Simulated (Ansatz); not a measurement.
# PbS under changes of volume

One of the cells (26.686 Å³/atom); the others are scaled copies at fixed shape and fractional positions:

```
Pb S
1.0
     2.11266    1.21975    3.45192
    -2.11266    1.21975    3.45192
     0.00000   -2.43949    3.45192
Pb S
1 1
Direct
  0.98057 0.98057 0.98057
  0.47504 0.47504 0.47504
```

The cell is a database's computed one.

| Item | Value |
| --- | --- |
| Program | Ansatz 0.2.0 |
| Functional | LDA |
| Potentials or basis | Ansatz PAW |
| Cutoff | 420 eV (not typed: the program's choice for these potentials) |
| k mesh | 8 × 8 × 8 |
| Occupations | fermi-dirac, width 0.05 eV |
| Spin | no spin polarisation |

| volume (Å³/atom) | energy over the lowest point (meV/atom) | pressure (GPa) | gap on the mesh (eV) | largest force (eV/Å) |
| --- | --- | --- | --- | --- |
| 25.085 | 0.00 | -0.3 | 0.13 | 0.028 |
| 25.618 | 3.10 | -1.6 | 0.20 | 0.016 |
| 26.152 | 10.19 | -2.7 | 0.26 | 0.005 |
| 26.686 | 20.87 | -3.7 | 0.33 | 0.005 |
| 27.220 | 34.76 | -4.6 | 0.39 | 0.014 |
| 27.753 | 51.52 | -5.4 | 0.45 | 0.024 |
| 28.287 | ? | ? | ? | ? |

Problem. What does the run at 28.287 Å³/atom give?

Solution. Energy over the lowest point 70.83 meV/atom; pressure -6.2 GPa; gap on the mesh 0.50 eV; largest force 0.033 eV/Å.

Worked out: A Birch-Murnaghan fit of order 3 (a polynomial in V^(-2/3)) to the other rows has its minimum at 24.97 Å³/atom, just outside them, with B0 = V·E''(V) = 64 GPa and B' = 4.0 at fixed shape and positions, which overstates the stiffness. It gives 70.91 meV/atom at 28.287 Å³/atom, against the run's 70.83, and -dE/dV = -6.2 GPa, against -6.2. A straight line through the other rows of the gap, of slope 3.17 eV per unit of ln V (its deformation potential), extrapolates to 0.51 eV, against the run's 0.50.

Energies are extrapolated to zero smearing.

Caveats: spin-orbit coupling is left out, which as a rule narrows the gap of such compounds by several tenths of an eV; the PAW data sets come from PBE, with cores solved anew for the run's functional, which leaves a small shift of forces and pressure.

A mesh can miss the band edges.
